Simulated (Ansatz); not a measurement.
The cell is a measured one (Crystallography Open Database entry 9017802); the temperature and pressure of the measurement aren't taken into account, and nothing was relaxed.

Li: DFT, PBE, all-electron LAPW, scalar-relativistic (Ansatz 0.2.0).

```yaml
crystal:
  lattice:
    - [1.5504989657, 0.8951809952, 7.5883]
    - [-1.5504989657, 0.8951809952, 7.5883]
    - [0.0, -1.7903619905, 7.5883]
  atoms:
    - { symbol: Li, position: [0.0, 0.0, 0.0] }
    - { symbol: Li, position: [0.222, 0.222, 0.222] }
    - { symbol: Li, position: [0.778, 0.778, 0.778] }
kpoints:
  mp_grid: { grid: [12, 12, 12] }
  band_path:
    path:
      - [0.0, 0.0, 0.0]
      - [0.5, 0.5, 0.5]
      - [0.824055609, 0.175944391, 0.5]
      - [0.5, -0.175944391, 0.175944391]
      - [0.5, 0.0, 0.0]
      - [0.0, 0.0, 0.0]
      - [0.3379721955, -0.3379721955, 0.0]
      - [0.6620278045, 0.0, 0.3379721955]
      - [0.5, 0.0, 0.5]
    npoints: 8
scf:
  occupations: { method: fermi_dirac, width: 0.05 }
hamiltonian:
  xc: pbe
  pseudopotentials: { kind: all_electron, lapw: { basis_error: 0.001 } }
output:
  forces: true
  stress: true
  eigenvalues: true
  fatbands: true
  populations: true
  dos: { projected: true, de: 0.2, e_range: [-14, 8] }
```

Output:

```
Li: projections on atomic orbitals take those of the free atom 1s2 2s1, of charge +0.00 (hamiltonian.pseudopotentials.projection_atoms)
LAPW: plane waves up to 4.080 Å⁻¹, error target 1.0e-3 eV per atom; small_component_spin mean_spin; Li in spheres of 1.545 Å, 3 of its electrons in bands, Dirac shells []
Engine: ansatz 0.2.0
Pseudopotentials: kind: all_electron
Pseudopotential: Li, LAPW, valence charge 3, Koelling and Harmon's equation, gaussian nucleus
Functional definition: PBE
  parameter kappa = 0.804
  parameter beta = 0.06672455060314922
  exchange = pbe_x(kappa = kappa, mu = beta*pi^2/3)
  correlation = pbe_c(beta = beta)
Crystal: 3 atoms, lattice volume = 63.194 Å³
Basis set: ecut = 63.422531046844895 eV, 63 PW (Γ), FFT grids on a1−a3, a2−a3, a3, exchange–correlation at level 2
Bands: 9, of which v1, the nominal top of the filled ones, is band 5 counted from 1 (4 counted from 0)
Symmetry: 12 space group operations
Space group: R-3m (ITA 166), of the structure as read, at distance tolerance 4.0e-5 Å
k-points: 189 of 1728
Non-local potential: Li, projectors of the file, none
Initial density: superposition of atomic densities (chi_scale 0.1, normalization cell)
Initial wavefunctions: plane waves of lowest kinetic energy (no species holds an atomic orbital)
Functional: x = pbe(κ = 0.804, μ = 0.2195149727645171), c = pbe(β = 0.06672455060314922)
iter 1 solved again at ethr=2.87e-5 eV; its pass at ethr=1.00e-1 eV (dr2=2.58e-3 eV) is discarded
SCF iter   1: F=—  HF=-614.068102 eV  |F-HF|=—  |Δ(HF+E_count)|=         —  Δρ=1.71e-3  dr2=2.55e-3  ethr=2.87e-5  ⟨swp⟩=4.4  Hψ=14980  notcnv=0
preconditioner: auto → none  [metal: Δε(μ)=0.025 eV  Ē_g=5.239 eV  σ=0.050 eV  W_gap=0.13  n_scr=4 (ndim 8)  ℏωp=8.1 eV  f_vac=0.000  D(μ)=1.33/eV (n_scr^D=4)  sad-step TF]
SCF iter   2: F=—  HF=-614.065953 eV  |F-HF|=—  |Δ(HF+E_count)|=   2.15e-3  Δρ=1.10e-3  dr2=1.09e-3  ethr=2.83e-5  ⟨swp⟩=2.0  Hψ=5469  notcnv=0
SCF iter   3: F=—  HF=-614.065594 eV  |F-HF|=—  |Δ(HF+E_count)|=   3.59e-4  Δρ=2.24e-4  dr2=2.14e-4  ethr=1.21e-5  ⟨swp⟩=2.0  Hψ=5486  notcnv=0
SCF iter   4: F=—  HF=-614.065830 eV  |F-HF|=—  |Δ(HF+E_count)|=   2.36e-4  Δρ=4.66e-4  dr2=1.77e-3  ethr=2.38e-6  ⟨swp⟩=2.8  Hψ=5690  notcnv=0  recentre
iter 5 solved again at ethr=3.37e-9 eV; its pass at ethr=2.38e-6 eV (dr2=3.03e-7 eV) is discarded
SCF iter   5: F=—  HF=-614.065576 eV  |F-HF|=—  |Δ(HF+E_count)|=   2.54e-4  Δρ=1.56e-5  dr2=3.07e-7  ethr=3.37e-9  ⟨swp⟩=3.2  Hψ=9340  notcnv=0
SCF iter   6: F=-614.065576 eV  HF=-614.065576 eV  |F-HF|=7.07e-10  |Δ(HF+E_count)|=   1.32e-7  Δρ=1.04e-6  dr2=2.15e-9  ethr=3.37e-9  ⟨swp⟩=2.0  Hψ=5473  notcnv=0
SCF 1 converged in 6 iterations: F = -614.065576 eV  dr2 = 2.15e-9
NSCF: frozen V_eff on 65 k-points
SCF converged after 6 iterations
Free energy (F): -614.065576 eV
Harris-Foulkes:  -614.065576 eV  (|F-HF|=7.07e-10)
Internal energy: -614.054348 eV  (E = F + TS)
E sigma→0 (E₀):  -614.059962 eV
Entropy (-TS):   -0.011228 eV (-3.743 meV/atom)
Fermi energy:    0.767825 eV
--- Per-component energies (eV) ---
  E_band       = -276.370209
  E_kinetic    = 608.677671
  E_xc         = -152.026215
  E_electrostatic = -1070.705803  (all electrons and nuclei)
  E_smearing   = -0.011228  (= −TS)
  E_closure    = 0.000000  (closes the sum)
  E_atoms      = -608.353888  (free atoms, spherical and without spin; not in F)
  Σ components = -614.065576   (vs F -614.065576, Δ=0.00e0)
  Basis errors (estimates in eV, not in F): energy 3.9e-4 per atom: plane waves 3.9e-4 (1.9e-4 summed), levels above the bands 3.3e-47, relativity 2.8e-9, radial functions 5.8e-6, core shells 0.0e0; eigenvalues (radial functions only) 3.5e-5; not estimated: angular momenta, meshes, grids; target (lapw.basis_error) 1.0e-3; muffin-tin radii Li 1.545 Å
--- Forces (eV/Å), atoms counted from 1 ---
  atom   1  Li    -0.00000000     0.00000000    -0.00000000
  atom   2  Li    -0.00000000    -0.00000000     0.00882914
  atom   3  Li     0.00000000     0.00000000    -0.00882914
  max |Σ_I F_I| component: 2.89e-19 eV/Å
--- Stress (GPa, compression-positive) ---
       -0.426184      -0.000000      -0.000000
       -0.000000      -0.426184       0.000000
       -0.000000       0.000000      -0.721193
  P = ⅓ Tr σ = -0.5245 GPa (-5.245 kbar)
--- Band table (eV; the first three rows and the last of 189) ---
  k-point 0: bands = ["-45.7884", "-45.7761", "-45.7713", "-2.7298", "-0.7907", "-0.7900", "6.3110", "6.3371", "13.2575"]
  k-point 1: bands = ["-45.7875", "-45.7755", "-45.7708", "-2.6193", "-0.7778", "-0.5687", "6.1581", "6.6236", "12.0134"]
  k-point 2: bands = ["-45.7851", "-45.7739", "-45.7693", "-2.2876", "-0.5370", "-0.1117", "6.0860", "7.0390", "9.9833"]
  k-point 188: bands = ["-45.7871", "-45.7794", "-45.7695", "-2.2408", "-2.2367", "0.7983", "3.5828", "11.0267", "11.0740"]
--- Löwdin populations: 3 sites ---
  site symbol       q [e]
     0     Li      2.9108
     1     Li      2.9214
     2     Li      2.9214
  spilling = 0.027389 (of n_electrons = 9.000000)
```

populations.tsv:

```
# site	symbol	l	j	q
# orbitals = lowdin
# n_electrons = 9.000000
# spilling = 0.027389
# projection_atom_Li: 1s2 2s1
0	Li	0_1S	-	1.991744
0	Li	0_2S	-	0.919013
1	Li	0_1S	-	1.991791
1	Li	0_2S	-	0.929582
2	Li	0_1S	-	1.991791
2	Li	0_2S	-	0.929582
```
